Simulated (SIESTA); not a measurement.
GaN under changes of volume

One of the cells (11.310 Å³/atom); the others are scaled copies at fixed shape and fractional positions:

```xyz
4
Lattice="3.1800 0.0000 0.0000 -1.5900 2.7540 0.0000 0.0000 0.0000 5.1660" Properties=species:S:1:pos:R:3 pbc="T T T"
Ga    1.5900    0.9180    2.5830
Ga    0.0000    1.8360    0.0000
N     1.5900    0.9180    4.5203
N     0.0000    1.8360    1.9373
```

```yaml
Program: SIESTA 5.4.2
Functional: PBE
Potentials_or_basis: PseudoDojo 0.4 standard (PBE files)
Basis: DZ (energy shift 0.003 Ry; two zetas on semicore shells)
Grid_cutoff: 800 Ry
Energy_shift: 0.003 Ry
k_mesh: 10 × 10 × 5
Occupations: fermi-dirac, width 0.05 eV
Spin: no spin polarisation
```

```tsv
volume (Å³/atom)	energy over the lowest point (meV/atom)	pressure (GPa)	gap on the mesh (eV)	largest force (eV/Å)
10.632	90.90	25.5	2.47	0.161
10.858	58.81	19.9	2.33	0.157
11.084	34.60	14.5	2.18	0.152
11.310	?	?	?	?
11.537	6.11	6.0	1.90	0.147
11.763	0.49	2.0	1.77	0.144
11.989	0.00	-1.2	1.63	0.140
```

What does the run at 11.310 Å³/atom give?

Energy over the lowest point 17.38 meV/atom; pressure 10.0 GPa; gap on the mesh 2.04 eV; largest force 0.151 eV/Å.

Worked out: A Birch-Murnaghan fit of order 3 (a polynomial in V^(-2/3)) to the other rows has its minimum at 11.90 Å³/atom with B0 = V·E''(V) = 174 GPa and B' = 4.8 at fixed shape and positions, which overstates the stiffness. It gives 17.24 meV/atom at 11.310 Å³/atom, against the run's 17.38, and -dE/dV = 10.0 GPa, against 10.0. A straight line through the other rows of the gap, of slope -6.99 eV per unit of ln V (its deformation potential), gives 2.04 eV, against the run's 2.04.

Energies are extrapolated to zero smearing.

Caveats: the basis has no polarisation orbitals; an odd mesh through Γ misses points on the zone boundary, where band edges often lie; the basis of atomic orbitals isn't converged, which shifts pressures, moduli and gaps. Spin-orbit coupling on Ga is left out.
